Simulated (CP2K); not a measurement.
# Au under changes of volume

One of the cells (16.855 Å³/atom); the others are scaled copies at fixed shape and fractional positions:

```
CELL_PARAMETERS angstrom
2.87792 0.00000 0.00000
1.43896 2.49236 0.00000
1.43896 0.83079 2.34982
ATOMIC_POSITIONS crystal
Au 0.00000 0.00000 0.00000
```

```yaml
Program: CP2K 2026.2
Functional: PBE
Potentials_or_basis: POTENTIAL_UZH Au GTH-PBE-q19; TZVP-MOLOPT-PBE-GTH basis
Density_cutoff: 8163 eV
k_mesh: 11 × 11 × 11
Occupations: fermi-dirac, width 0.05 eV
Spin: no spin polarisation
```

```tsv
volume (Å³/atom)	energy over the lowest point (meV/atom)	pressure (GPa)
15.843	138.15	24.9
16.181	91.52	19.3
16.518	55.93	14.4
16.855	?	?
17.192	12.78	6.3
17.529	3.05	2.9
17.866	0.00	0.0
```

**Question.** What does the run at 16.855 Å³/atom give?

**Answer.** Energy over the lowest point 30.06 meV/atom; pressure 10.1 GPa.

Worked out: A Birch-Murnaghan fit of order 3 (a polynomial in V^(-2/3)) to the other rows has its minimum at 17.86 Å³/atom with B0 = V·E''(V) = 149 GPa and B' = 5.5. It gives 30.08 meV/atom at 16.855 Å³/atom, against the run's 30.06, and -dE/dV = 10.2 GPa, against 10.1.

Energies are extrapolated to zero smearing.

Caveats: the basis of atomic orbitals isn't converged, which shifts pressures, moduli and gaps.
